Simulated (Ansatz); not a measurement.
The system is Hf.

```xyz
1
Lattice="0.0000 2.2200 2.2200 2.2200 0.0000 2.2200 2.2200 2.2200 0.0000" Properties=species:S:1:pos:R:3 pbc="T T T"
Hf    0.0000    0.0000    0.0000
```

This isn't the form of Hf at room conditions, which is hcp.

Base run:

* Program: Ansatz 0.2.0
* Functional: PBEsol
* Potentials or basis: all-electron LAPW, non-relativistic
* Cutoff: 207 eV
* Density cutoff: 828 eV
* Basis error allowed: 0.001 eV/atom
* k mesh: 10 × 10 × 10
* Occupations: fermi-dirac, width 0.05 eV
* Spin: no spin polarisation

Its results: pressure 2.1 GPa.

Task: The run is repeated on the same cell with these changes: potentials or basis from all-electron LAPW, non-relativistic to all-electron LAPW, inner shells corrected to Dirac's equation. What comes out?

Result: Pressure -1.6 GPa.

Caveats: relativity is left out, which matters for the heavier elements (some runs).

Not every run made on this cell is shown here.
